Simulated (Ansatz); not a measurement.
# A series in volume per atom on CdO

Equation of state of a cubic crystal from periodic Kohn-Sham density functional theory without spin; pressure corrected for the finite basis. The results are calculated, by Ansatz 0.2.0 development build.

Cell of the first row (space group Fm-3m, No. 225):
```
CELL_PARAMETERS angstrom
0.00000 2.33510 2.33510
2.33510 0.00000 2.33510
2.33510 2.33510 0.00000
ATOMIC_POSITIONS crystal
Cd 0.00000 0.00000 0.00000
O 0.50000 0.50000 0.50000
```

Settings of every row: formula CdO; structure type rock salt; functional PBE; spin treatment none; k mesh 20x20x20; occupation method fermi-dirac; occupation width 0.061225619 eV; wave cutoff 700 eV; datasets hard PAW; density cutoff ratio 4.

Limits: the SCF threshold is loose for a stress in some rows.

| row | volume per atom (Å³) | energy above lowest point (meV/atom) | pressure (GPa) |
| --- | --- | --- | --- |
| 1 | 12.733 | 21.69 | 9.058 |
| 2 | 13.004 | 9.28 | 5.69 |
| 3 | 13.275 | ? | ? |
| 4 | 13.546 | 0 | 0.018 |
| 5 | 13.817 | 2.02 | -2.361 |
| 6 | 14.088 | 7.84 | -4.48 |
| 7 | 14.359 | 17.04 | -6.366 |

Question: what energy above lowest point and pressure should row 3 give?

Worked fit of energy above lowest point. Take u = (V_r/V)^(2/3) − 1 with V_r = 13.681 Å³ an atom, which is twice the finite (Eulerian) strain; such expansions in the strain, on which the Birch-Murnaghan equation of state is built, carry the rest volume and the bulk modulus. The shown rows have u = 0.04904, 0.03441, 0.00663, -0.00657, -0.01935, -0.03173. Least squares give energy above lowest point = 0.505 − 153.8 × u + 11721.9 × u² + 4559 × u³ meV/atom; a parabola predicts inner rows, each left out in turn, worse (root mean square 0.092 against 0.0053 meV/atom). All shown rows lie on it to the printed digit. Its lowest point lies at u = 0.0065, or V = 13.55 Å³ an atom, and the curvature there gives the bulk modulus at fixed shape and fractions, B = (4/9)(1 + u)² E″(u)/V = 126 GPa. The withheld row has u = 0.02029, so the fit gives 0.505 − 153.8 × (0.02029) + 11721.9 × (0.02029)² + 4559 × (0.02029)³ = 2.25 meV/atom.

The calculation gave 2.24 meV/atom. The fit lies 0.01 meV/atom (0.046 % of the column's range) above it, one unit of the last digit.

Worked fit of pressure. Take u = (V_r/V)^(2/3) − 1 with V_r = 13.681 Å³ an atom, which is twice the finite (Eulerian) strain; such expansions in the strain, on which the Birch-Murnaghan equation of state is built, carry the rest volume and the bulk modulus. The shown rows have u = 0.04904, 0.03441, 0.00663, -0.00657, -0.01935, -0.03173. Least squares give pressure = −1.2016 + 180.175 × u + 565.77 × u² + 535.3 × u³ GPa; a parabola predicts inner rows, each left out in turn, worse (root mean square 0.011 against 5.6e-05 GPa). All shown rows lie on it to the printed digit. The pressure vanishes at u = 0.0065, or V = 13.55 Å³ an atom, and there the bulk modulus at fixed shape and fractions is B = −V dP/dV = (2/3)(1 + u) dP/du = 126 GPa. The withheld row has u = 0.02029, so the fit gives −1.2016 + 180.175 × (0.02029) + 565.77 × (0.02029)² + 535.3 × (0.02029)³ = 2.692 GPa.

The calculation gave 2.69 GPa. The fit lies 0.002 GPa (0.013 % of the column's range) above it; its largest miss of a shown row is 0.000 GPa.
